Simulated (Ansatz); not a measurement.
Se under strain

These are results of DFT PBEsol, scalar-relativistic, plane waves, PAW (Ansatz 0.2.0), not measurements. (420 eV cutoff, 6×6×6 k-mesh, Gaussian smearing of 0.02 eV, no spin polarisation)

The relaxed crystal:

```xyz
6
Lattice="5.3515 3.0897 1.5222 -5.3515 3.0897 1.5222 0.0000 -6.1793 1.5222" Properties=species:S:1:pos:R:3 pbc="T T T"
Se    0.7243   -4.1663    2.0988
Se    3.2460    2.7104    2.0988
Se   -3.9703    1.4559    2.0988
Se   -0.7243    4.1663    2.4679
Se   -3.2460   -2.7104    2.4679
Se    3.9703   -1.4559    2.4679
```

Deformation: all cell vectors scaled alike, the atoms relaxed, all within the symmetry that the strain leaves. Energies are extrapolated to zero smearing. Gaps are Kohn–Sham gaps over the whole zone.

| strain (%) | ΔE (meV/atom) | a (Å) | b (Å) | c (Å) | gap (eV) |
| --- | --- | --- | --- | --- | --- |
| -4.5 | 41.3 | 6.078 | 6.078 | 6.078 | 0.28 |
| -3.0 | 16.2 | 6.173 | 6.173 | 6.173 | 0.54 |
| -1.5 | 3.6 | 6.269 | 6.269 | 6.269 | 0.71 |
| +0.0 | 0.0 | 6.364 | 6.364 | 6.364 | 0.85 |
| +1.5 | 2.8 | 6.460 | 6.460 | 6.460 | 0.98 |
| +3.0 | 9.9 | 6.555 | 6.555 | 6.555 | 1.08 |
| +4.5 | 20.1 | 6.650 | 6.650 | 6.650 | 1.15 |

Task: What stiffness (1/V) d²E/dε² at zero strain does a cubic fit over all points give?

Result: A cubic fit gives (1/V) d²E/dε² = 194 GPa at zero strain (nine times the bulk modulus at fixed shape).

Task: How fast does the gap move with strain on either side?

Result: 97 meV per percent on the compressed side and 83 meV per percent on the stretched side; it is indirect at -1.5 %, indirect at zero and indirect at +1.5 %.

This form isn't the element's structure at ambient conditions.